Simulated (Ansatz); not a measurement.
# Si/ZnS/CoSi2: a contact from a semiconductor to a metal, part 4 of 5

Aim: where the metal's Fermi level sits in the semiconductor's gap in Si/ZnS/CoSi2, and what the stack passes. The semiconductor is Si diamond(111), undoped, with its far face capped by hydrogen, and the metal is CoSi2 fluorite(111), with ZnS wurtzite(0001) between them (whole bilayers). After relaxation the nearest pair at the metal is Si–Zn at 2.43 Å, along the normal. The common net has a side of 3.85 Å, which strains the semiconductor by -0.5 %, the layer between by +0.0 % and the metal by +1.6 %, against typed lattice constants near PBE's. The first steps treat the bulk crystals alone.

Ansatz 0.2.0; PBE DFT, plane waves, PAW files (the session's first sound run).

So far. Step 4 (Relaxing the interfaces): The largest force component on a free atom ends at 0.014 eV/Å. The work functions of the outer faces are 3.82 and 4.06 eV. Step 5 (T(E) from the semiconductor into the metal, atomic …): The semiconductor's channels close between -0.45 and +0.15 eV. In the worse lead the potential repeats within 38 meV, which the program flags as too much for a lead, so the lead is short or a field runs through it.

### 6. The contact's transmission, atomic planes in the barrier 8, gap between the electrodes 15.11 Å

Level of this step: PBE DFT, plane waves, PAW files; ballistic transmission by layer matching between semi-infinite leads (Ansatz).

System of this step: Si/ZnS/CoSi2. The cell holds 56 atoms: 38 Si, 4 S, 4 Zn, 9 Co and 1 H. Its edges and angles: a = 3.850 Å, b = 3.850 Å, c = 99.564 Å, α = 90.0°, β = 90.0°, γ = 120.0°. Regions: left electrode, 20 atoms (20 Si); barrier, 8 atoms (4 S and 4 Zn); right electrode, 27 atoms (18 Si and 9 Co). Vacuum lies along c.

A thicker layer between them.

File input.yaml:

```yaml
crystal:
  lattice:
    - [3.85, 0.0, 0.0]
    - [-1.925, 3.3341978046, 0.0]
    - [0.0, 0.0, 99.5639820048]
  atoms:
    - { symbol: Si, position: [0.66666667, 0.33333333, 0.1556787875] }
    - { symbol: Si, position: [0.0, 0.0, 0.1636762259] }
    - { symbol: Si, position: [0.0, 0.0, 0.1874564699] }
    - { symbol: Si, position: [0.33333333, 0.66666667, 0.1954539083] }
    - { symbol: Si, position: [0.33333333, 0.66666667, 0.2192341523] }
    - { symbol: Si, position: [0.66666667, 0.33333333, 0.2272315907] }
    - { symbol: Si, position: [0.66666667, 0.33333333, 0.2510118347] }
    - { symbol: Si, position: [0.0, 0.0, 0.2590092731] }
    - { symbol: Si, position: [0.0, 0.0, 0.2827895171] }
    - { symbol: Si, position: [0.33333333, 0.66666667, 0.2907869554] }
    - { symbol: Si, position: [0.33333333, 0.66666667, 0.3145671994] }
    - { symbol: Si, position: [0.66666667, 0.33333333, 0.3225646378] }
    - { symbol: Si, position: [0.66666667, 0.33333333, 0.3463448818] }
    - { symbol: Si, position: [0.0, 0.0, 0.3543423202] }
    - { symbol: Si, position: [0.0, 0.0, 0.3781225642] }
    - { symbol: Si, position: [0.33333333, 0.66666667, 0.3861200026] }
    - { symbol: Si, position: [0.33333333, 0.66666667, 0.4099002466] }
    - { symbol: Si, position: [0.66666667, 0.33333333, 0.417897685] }
    - { symbol: Si, position: [0.66666667, 0.33333333, 0.4415970556] }
    - { symbol: Si, position: [0.0, 0.0, 0.4487472783] }
    - { symbol: S, position: [0.0, 0.0, 0.4712902271] }
    - { symbol: Zn, position: [0.33333333, 0.66666667, 0.4802472947] }
    - { symbol: S, position: [0.33333333, 0.66666667, 0.5030187477] }
    - { symbol: Zn, position: [0.0, 0.0, 0.5124223661] }
    - { symbol: S, position: [0.0, 0.0, 0.5349653149] }
    - { symbol: Zn, position: [0.33333333, 0.66666667, 0.5439223825] }
    - { symbol: S, position: [0.33333333, 0.66666667, 0.5666938355] }
    - { symbol: Zn, position: [0.0, 0.0, 0.5760974539] }
    - { symbol: Si, position: [0.0, 0.0, 0.6005540482] }
    - { symbol: Co, position: [0.33333333, 0.66666667, 0.6066611465] }
    - { symbol: Si, position: [0.66666667, 0.33333333, 0.6134563336] }
    - { symbol: Si, position: [0.33333333, 0.66666667, 0.6292984676] }
    - { symbol: Co, position: [0.66666667, 0.33333333, 0.6367480611] }
    - { symbol: Si, position: [0.0, 0.0, 0.6441976546] }
    - { symbol: Si, position: [0.66666667, 0.33333333, 0.6600397886] }
    - { symbol: Co, position: [0.0, 0.0, 0.6674893821] }
    - { symbol: Si, position: [0.33333333, 0.66666667, 0.6749389756] }
    - { symbol: Si, position: [0.0, 0.0, 0.6907811096] }
    - { symbol: Co, position: [0.33333333, 0.66666667, 0.6982307031] }
    - { symbol: Si, position: [0.66666667, 0.33333333, 0.7056802966] }
    - { symbol: Si, position: [0.33333333, 0.66666667, 0.7215224306] }
    - { symbol: Co, position: [0.66666667, 0.33333333, 0.7289720241] }
    - { symbol: Si, position: [0.0, 0.0, 0.7364216176] }
    - { symbol: Si, position: [0.66666667, 0.33333333, 0.7522637516] }
    - { symbol: Co, position: [0.0, 0.0, 0.7597133451] }
    - { symbol: Si, position: [0.33333333, 0.66666667, 0.7671629386] }
    - { symbol: Si, position: [0.0, 0.0, 0.7830050726] }
    - { symbol: Co, position: [0.33333333, 0.66666667, 0.7904546661] }
    - { symbol: Si, position: [0.66666667, 0.33333333, 0.7979042596] }
    - { symbol: Si, position: [0.33333333, 0.66666667, 0.8137463936] }
    - { symbol: Co, position: [0.66666667, 0.33333333, 0.8211959871] }
    - { symbol: Si, position: [0.0, 0.0, 0.8286455806] }
    - { symbol: Si, position: [0.66666667, 0.33333333, 0.8444877146] }
    - { symbol: Co, position: [0.0, 0.0, 0.8519373081] }
    - { symbol: Si, position: [0.33333333, 0.66666667, 0.8593869016] }
    - { symbol: H, position: [0.66666667, 0.33333333, 0.1406130984] }
kpoints:
  mp_grid: { grid: [8, 8, 1] }
scf:
  occupations: { method: fermi_dirac, width: 0.1 }
  max_iter: 150
hamiltonian:
  xc: pbe
efield:
  axis: 3
  dipole_correction: true
output:
  transmission:
    kmesh: [12, 12]
    e_range: [-2.5, 2.5]
    de: 0.05
    leads: [[8, 10], [41, 44]]
  dos: { projected: true, e_range: [-6, 5], de: 0.05 }
  write_potential: true
  write_density: true
  volumetric_format: npy
```

Command:

```sh
ansatz run input.yaml --threads 8 --pin off --max-ram 24576MiB --backend cpu --events-out ev --progress --plain --runs-dir out
```

Numbers of over 12 decimals in the logs are rounded to 6 here.

The log of the run:

```text
[...]
Crystal: 56 atoms, lattice volume = 1278.069 Å³
Basis set: ecut = 420 eV, 25029 PW (Γ)
Bands: 245, of which v1, the nominal top of the filled ones, is band 189 counted from 1 (188 counted from 0)
Symmetry: 6 space group operations
[...]
k-points: 10 of 64 (time reversal used)
[...]
SCF iter   1: F=—  HF=-87212.817363 eV  |F-HF|=—  |Δ(HF+E_count)|=         —  Δρ=5.59e-3  dr2=2.80e1  ethr=1.77e-3  p=-0.055 e·Å  D=-7.80e-3 V/Å  ΔV_dip=0.78 eV  dr2_dipole=1.86e1  V_vac-E_F(+/−)=4.57/3.79 eV  ⟨swp⟩=9.0  Hψ=12912  notcnv=0  defer=118
[...]
SCF iter  16: F=-87212.654193 eV  HF=-87212.654193 eV  |F-HF|=5.24e-10  |Δ(HF+E_count)|=   2.26e-8  Δρ=5.38e-7  dr2=1.36e-8  ethr=2.65e-11  p=-0.053 e·Å  D=-7.44e-3 V/Å  ΔV_dip=0.74 eV  dr2_dipole=1.67e-9  V_vac-E_F(+/−)=4.96/4.22 eV  ⟨swp⟩=2.1  Hψ=4332  notcnv=0
SCF 1 converged in 16 iterations: F = -87212.654193 eV  dr2 = 1.36e-8
[...]
transmission: 156 of 1482 steps passed
transmission: 302 of 1482 steps passed
[...]
transmission: 1482 of 1482 steps passed
[...]
SCF converged after 16 iterations
Free energy (F): -87212.654193 eV
[...]
Internal energy: -87212.236512 eV  (E = F + TS)
E sigma→0 (E₀):  -87212.445352 eV
Entropy (-TS):   -0.417681 eV (-7.459 meV/atom)
Fermi energy:    5.258610 eV
Dipole field:    D = -0.007423 V/Å  (p = -0.052430 e·Å, saw-weighted, corrected)
Work function:   Φ+ = 4.9563 eV   Φ− = 4.2172 eV
[...]
--- Band table (eV; the first three rows and the last of 10) ---
  k-point 0: bands = [... 185 lower, 6.1804, 6.3576, 6.3802, 6.4441, 6.5103, 6.5103, 6.5430, 6.6687, ... 52 higher]
  k-point 1: bands = [... 185 lower, 6.0070, 6.1398, 6.1998, 6.4111, 6.4232, 6.6124, 6.6345, 6.7551, ... 52 higher]
  k-point 2: bands = [... 185 lower, 5.2010, 5.2267, 5.5017, 5.5140, 5.8356, 5.8461, 5.9675, 6.1296, ... 52 higher]
  k-point 9: bands = [... 185 lower, 4.5368, 4.6608, 4.7474, 4.7804, 4.8008, 4.8225, 4.9052, 5.3100, ... 52 higher]
--- Transmission ---
  basis      : 121 plane waves across, 78 finite elements along
  points     : 19, standing for a mesh of 12 x 12
[...]
channels       : 0.000000e0 a spin
[...]
slowest decay  : 0.0916 /Å at (0.4167, 0.0000)
[...]
channels       : 1.270833e0 a spin
[...]
slowest decay  : 0.0955 /Å at (0.4167, 0.0833)
  junction   : crystal 0 to crystal 1, 29.74 to 71.05 Å
    transmission   : 0.000000e0 a spin
[...]
```

Elapsed: 4.6 min, on 8 threads of Arm Neoverse V2, shared host; peak memory 11 GiB; 34 min of CPU time.

This step gave:

```yaml
free_energy: -87212.6542 eV
fermi_energy: 5.259 eV
potential_step_in_the_lower_lead: 40.1 meV
potential_step_in_the_upper_lead: 8.2 meV
work_function_upper_face: 4.956 eV
work_function_lower_face: 4.217 eV
dipole_moment: -0.05243 e·Å
dipole_field: -0.007423 V/Å
```

One spin. Table of transmission, zone mean by energy, zero at the Fermi level:

| energy (eV) | transmission, zone mean |
| --- | --- |
| -2.50 | 0.0402 |
| -2.35 | 0.0887 |
| -2.15 | 0.0115 |
| -2.00 | 0.00780 |
| -1.80 | 0.00831 |
| -1.65 | 0.00123 |
| -1.45 | 1.9e-4 |
| -1.30 | 1.3e-4 |
| -1.10 | 1.0e-4 |
| -0.95 | 9.1e-5 |
| -0.80 | 8.9e-5 |
| -0.60 | 6.5e-5 |
| -0.45 | 8.1e-12 |
| -0.25 | 0 |
| -0.10 | 0 |
| 0.00 | 0 |
| 0.10 | 0 |
| 0.25 | 0 |
| 0.45 | 3.3e-5 |
| 0.60 | 3.4e-5 |
| 0.80 | 7.7e-5 |
| 0.95 | 6.6e-4 |
| 1.10 | 0.00214 |
| 1.30 | 0.00130 |
| 1.45 | 0.00854 |
| 1.65 | 0.0573 |
| 1.80 | 0.140 |
| 1.90 | 0.147 |
| 2.00 | 0.164 |
| 2.05 | 0.213 |
| 2.15 | 0.212 |
| 2.20 | 0.229 |
| 2.35 | 0.249 |
| 2.50 | 0.282 |

One spin. The open channels, zone mean by energy, zero at the Fermi level:

| energy (eV) | lower lead | upper lead |
| --- | --- | --- |
| -2.400 | 1.63 | 1.06 |
| -2.200 | 1.59 | 1.44 |
| -2.000 | 1.47 | 1.55 |
| -1.800 | 1.34 | 2 |
| -1.600 | 0.979 | 1.96 |
| -1.400 | 0.729 | 1.32 |
| -1.200 | 0.562 | 1.72 |
| -1.000 | 0.312 | 1.63 |
| -0.800 | 0.188 | 1.67 |
| -0.600 | 0.146 | 1.90 |
| -0.400 | 0 | 1.83 |
| -0.200 | 0 | 1.60 |
| 0.000 | 0 | 1.27 |
| 0.200 | 0.0417 | 1.15 |
| 0.400 | 0.208 | 0.979 |
| 0.600 | 0.417 | 0.903 |
| 0.800 | 0.667 | 0.681 |
| 1.000 | 0.833 | 0.597 |
| 1.200 | 1.07 | 0.597 |
| 1.400 | 1.40 | 0.514 |
| 1.600 | 1.94 | 0.882 |
| 1.800 | 2.11 | 0.924 |
| 2.000 | 2.28 | 1.26 |
| 2.200 | 2.03 | 1.72 |
| 2.400 | 1.83 | 1.92 |

Projected DOS an atom over height of the atomic layer and energy from the Fermi level. Layers: H Si Si Si Si Si Si Si Si Si Si Si Si Si Si Si Si Si Si Si Si S Zn S Zn S Zn S Zn Si Co Si Si Co Si Si Co Si Si Co Si Si Co Si Si Co Si Si Co Si Si Co Si Si Co Si; projections on atoms miss part of the total, and the computed bands can run out at the top of the range; a column is the mean of 4 neighbouring layers, the last of those left over.

Ten even steps from '_' (0.00 states/eV) to '@' (2.29 states/eV), each cell a mean:
```
____________________________
..........____..............
..........____::::::::::::::
::----::::..__..............
::::::::::..................
::::::::::......::::::::::..
..::::::::..____............
__......::..______________..
________....__..__________..
______________..............
______________::..::....::--
______________--::==----==--
__....________==--**----**++
..::::::..____==++@@++++@@==
::::::::::__::----==::::==--
::::::::--..--::::--::::--::
::::------::==..::::::::--::
::::::::::----::--========--
::::::::::--::::::::::::::..
..........--................
________..::..............__
________..::..............__
```
Columns: height of the atomic layer (Å) from 16.1 to 84.2 (not evenly spaced); rows upwards: energy from the Fermi level (eV) from -6 to 5.

The semiconductor's channels close between -0.45 and +0.15 eV. In the worse lead the potential repeats within 40 meV, which the program flags as too much for a lead, so the lead is short or a field runs through it.

### 7. The contact's transmission, atomic planes in the barrier 12, gap between the electrodes 21.45 Å

System of this step: Si/ZnS/CoSi2. The cell holds 60 atoms: 38 Si, 6 S, 6 Zn, 9 Co and 1 H. Its edges and angles: a = 3.850 Å, b = 3.850 Å, c = 105.904 Å, α = 90.0°, β = 90.0°, γ = 120.0°. Regions: left electrode, 20 atoms (20 Si); barrier, 12 atoms (6 S and 6 Zn); right electrode, 27 atoms (18 Si and 9 Co). Vacuum lies along c.

A thicker layer between them.

File input.yaml:

```yaml
crystal:
  lattice:
    - [3.85, 0.0, 0.0]
    - [-1.925, 3.3341978046, 0.0]
    - [0.0, 0.0, 105.9037273026]
  atoms:
    - { symbol: Si, position: [0.66666667, 0.33333333, 0.1463593435] }
    - { symbol: Si, position: [0.0, 0.0, 0.1538780289] }
    - { symbol: Si, position: [0.0, 0.0, 0.1762347093] }
    - { symbol: Si, position: [0.33333333, 0.66666667, 0.1837533947] }
    - { symbol: Si, position: [0.33333333, 0.66666667, 0.2061100752] }
    - { symbol: Si, position: [0.66666667, 0.33333333, 0.2136287606] }
    - { symbol: Si, position: [0.66666667, 0.33333333, 0.235985441] }
    - { symbol: Si, position: [0.0, 0.0, 0.2435041264] }
    - { symbol: Si, position: [0.0, 0.0, 0.2658608068] }
    - { symbol: Si, position: [0.33333333, 0.66666667, 0.2733794923] }
    - { symbol: Si, position: [0.33333333, 0.66666667, 0.2957361727] }
    - { symbol: Si, position: [0.66666667, 0.33333333, 0.3032548581] }
    - { symbol: Si, position: [0.66666667, 0.33333333, 0.3256115385] }
    - { symbol: Si, position: [0.0, 0.0, 0.3331302239] }
    - { symbol: Si, position: [0.0, 0.0, 0.3554869043] }
    - { symbol: Si, position: [0.33333333, 0.66666667, 0.3630055898] }
    - { symbol: Si, position: [0.33333333, 0.66666667, 0.3853622702] }
    - { symbol: Si, position: [0.66666667, 0.33333333, 0.3928809556] }
    - { symbol: Si, position: [0.66666667, 0.33333333, 0.415161604] }
    - { symbol: Si, position: [0.0, 0.0, 0.4218837908] }
    - { symbol: S, position: [0.0, 0.0, 0.4430772446] }
    - { symbol: Zn, position: [0.33333333, 0.66666667, 0.4514981127] }
    - { symbol: S, position: [0.33333333, 0.66666667, 0.4729063917] }
    - { symbol: Zn, position: [0.0, 0.0, 0.4817470785] }
    - { symbol: S, position: [0.0, 0.0, 0.5029405324] }
    - { symbol: Zn, position: [0.33333333, 0.66666667, 0.5113614004] }
    - { symbol: S, position: [0.33333333, 0.66666667, 0.5327696794] }
    - { symbol: Zn, position: [0.0, 0.0, 0.5416103663] }
    - { symbol: S, position: [0.0, 0.0, 0.5628038201] }
    - { symbol: Zn, position: [0.33333333, 0.66666667, 0.5712246881] }
    - { symbol: S, position: [0.33333333, 0.66666667, 0.5926329671] }
    - { symbol: Zn, position: [0.0, 0.0, 0.601473654] }
    - { symbol: Si, position: [0.0, 0.0, 0.6244661961] }
    - { symbol: Co, position: [0.33333333, 0.66666667, 0.6302077034] }
    - { symbol: Si, position: [0.66666667, 0.33333333, 0.6365961083] }
    - { symbol: Si, position: [0.33333333, 0.66666667, 0.65148988] }
    - { symbol: Co, position: [0.66666667, 0.33333333, 0.6584935164] }
    - { symbol: Si, position: [0.0, 0.0, 0.6654971527] }
    - { symbol: Si, position: [0.66666667, 0.33333333, 0.6803909245] }
    - { symbol: Co, position: [0.0, 0.0, 0.6873945609] }
    - { symbol: Si, position: [0.33333333, 0.66666667, 0.6943981972] }
    - { symbol: Si, position: [0.0, 0.0, 0.709291969] }
    - { symbol: Co, position: [0.33333333, 0.66666667, 0.7162956053] }
    - { symbol: Si, position: [0.66666667, 0.33333333, 0.7232992417] }
    - { symbol: Si, position: [0.33333333, 0.66666667, 0.7381930134] }
    - { symbol: Co, position: [0.66666667, 0.33333333, 0.7451966498] }
    - { symbol: Si, position: [0.0, 0.0, 0.7522002861] }
    - { symbol: Si, position: [0.66666667, 0.33333333, 0.7670940579] }
    - { symbol: Co, position: [0.0, 0.0, 0.7740976942] }
    - { symbol: Si, position: [0.33333333, 0.66666667, 0.7811013306] }
    - { symbol: Si, position: [0.0, 0.0, 0.7959951023] }
    - { symbol: Co, position: [0.33333333, 0.66666667, 0.8029987387] }
    - { symbol: Si, position: [0.66666667, 0.33333333, 0.810002375] }
    - { symbol: Si, position: [0.33333333, 0.66666667, 0.8248961468] }
    - { symbol: Co, position: [0.66666667, 0.33333333, 0.8318997831] }
    - { symbol: Si, position: [0.0, 0.0, 0.8389034195] }
    - { symbol: Si, position: [0.66666667, 0.33333333, 0.8537971913] }
    - { symbol: Co, position: [0.0, 0.0, 0.8608008276] }
    - { symbol: Si, position: [0.33333333, 0.66666667, 0.867804464] }
    - { symbol: H, position: [0.66666667, 0.33333333, 0.132195536] }
kpoints:
  mp_grid: { grid: [8, 8, 1] }
scf:
  occupations: { method: fermi_dirac, width: 0.1 }
  max_iter: 150
hamiltonian:
  xc: pbe
efield:
  axis: 3
  dipole_correction: true
output:
  transmission:
    kmesh: [12, 12]
    e_range: [-2.5, 2.5]
    de: 0.05
    leads: [[8, 10], [45, 48]]
  dos: { projected: true, e_range: [-6, 5], de: 0.05 }
  write_potential: true
  write_density: true
  volumetric_format: npy
```

The log of the run:

```text
[...]
Crystal: 60 atoms, lattice volume = 1359.450 Å³
Basis set: ecut = 420 eV, 26609 PW (Γ)
Bands: 267, of which v1, the nominal top of the filled ones, is band 207 counted from 1 (206 counted from 0)
Symmetry: 6 space group operations
[...]
k-points: 10 of 64 (time reversal used)
[...]
points     : 19, standing for a mesh of 12 x 12
[...]
channels       : 0.000000e0 a spin
[...]
slowest decay  : 0.0919 /Å at (0.4167, 0.0000)
[...]
channels       : 1.270833e0 a spin
[...]
slowest decay  : 0.0960 /Å at (0.4167, 0.0833)
  junction   : crystal 0 to crystal 1, 29.74 to 77.39 Å
    transmission   : 0.000000e0 a spin
[...]
[key lines of the parts left out:]
SCF converged after 18 iterations
Free energy (F): -95658.001030 eV
Fermi energy:    5.380569 eV
Dipole field:    D = -0.007046 V/Å  (p = -0.052934 e·Å, saw-weighted, corrected)
Work function:   Φ+ = 4.9600 eV   Φ− = 4.2138 eV
```

The job ended after 6.1 min (8 threads; peak memory 13 GiB).

One spin. Table of transmission, zone mean by energy, zero at the Fermi level:

| energy (eV) | transmission, zone mean |
| --- | --- |
| -2.400 | 0.00146 |
| -2.200 | 0.00777 |
| -2.000 | 0.00206 |
| -1.800 | 4.7e-4 |
| -1.600 | 9.1e-5 |
| -1.400 | 1.8e-5 |
| -1.200 | 1.4e-5 |
| -1.000 | 1.3e-5 |
| -0.800 | 1.3e-5 |
| -0.600 | 1.3e-5 |
| -0.400 | 0 |
| -0.200 | 0 |
| 0.000 | 0 |
| 0.200 | 0 |
| 0.400 | 4.0e-7 |
| 0.600 | 1.6e-6 |
| 0.800 | 9.4e-6 |
| 1.000 | 2.7e-5 |
| 1.200 | 5.7e-5 |
| 1.400 | 2.8e-4 |
| 1.600 | 0.0224 |
| 1.800 | 0.0306 |
| 1.850 | 0.0724 |
| 2.000 | 0.0345 |
| 2.150 | 0.0812 |
| 2.200 | 0.0534 |
| 2.400 | 0.104 |

The semiconductor's channels close between -0.45 and +0.15 eV. In the worse lead the potential repeats within 40 meV, which the program flags as too much for a lead, so the lead is short or a field runs through it.

### 8. The series together

Times are for 8 threads of Arm Neoverse V2, shared host. The series side by side:

| no. | gap between the electrodes (Å) | potential step in the lower lead (meV) | time | memory (GiB) |
| --- | --- | --- | --- | --- |
| 1 | 8.77 | 38 | 3.5 min | 9.7 |
| 2 | 15.11 | 40.1 | 4.6 min | 11 |
| 3 | 21.45 | 40.2 | 6.1 min | 13 |

The runs together. Table of transmission, zone mean by energy, zero at the Fermi level:

| energy (eV) | 8.77 | 15.11 | 21.45 |
| --- | --- | --- | --- |
| -2.400 | 0.144 | 0.0168 | 0.00146 |
| -2.350 | 0.136 | 0.0887 | 0.0101 |
| -2.200 | 0.0638 | 0.0220 | 0.00777 |
| -2.000 | 0.0131 | 0.00780 | 0.00206 |
| -1.800 | 0.0124 | 0.00831 | 4.7e-4 |
| -1.600 | 0.00870 | 6.7e-4 | 9.1e-5 |
| -1.400 | 0.00676 | 1.6e-4 | 1.8e-5 |
| -1.200 | 0.00224 | 1.2e-4 | 1.4e-5 |
| -1.000 | 0.00114 | 9.3e-5 | 1.3e-5 |
| -0.800 | 8.3e-4 | 8.9e-5 | 1.3e-5 |
| -0.600 | 4.4e-4 | 6.5e-5 | 1.3e-5 |
| -0.400 | 0 | 0 | 0 |
| -0.200 | 0 | 0 | 0 |
| 0.000 | 0 | 0 | 0 |
| 0.200 | 0 | 0 | 0 |
| 0.400 | 6.8e-4 | 1.0e-5 | 4.0e-7 |
| 0.600 | 6.6e-4 | 3.4e-5 | 1.6e-6 |
| 0.800 | 0.00383 | 7.7e-5 | 9.4e-6 |
| 1.000 | 0.00417 | 0.00410 | 2.7e-5 |
| 1.200 | 0.0298 | 0.00291 | 5.7e-5 |
| 1.400 | 0.0335 | 0.00160 | 2.8e-4 |
| 1.600 | 0.0832 | 0.0403 | 0.0224 |
| 1.800 | 0.205 | 0.140 | 0.0306 |
| 1.950 | 0.253 | 0.120 | 0.0415 |
| 2.000 | 0.218 | 0.164 | 0.0345 |
| 2.200 | 0.261 | 0.229 | 0.0534 |
| 2.400 | 0.407 | 0.248 | 0.104 |
| 2.450 | 0.530 | 0.263 | 0.139 |

[end of part 4 of 5]

[Logs are printed without paths, hosts, clocks, repeated set-up lines and the standing remarks that a program may print on its own settings, such as how far it seeks lower states.]

[Hosts, paths, dates, database ids (printed as entryN), source tags and the programs' standing remarks are cut or masked in the printed files.]
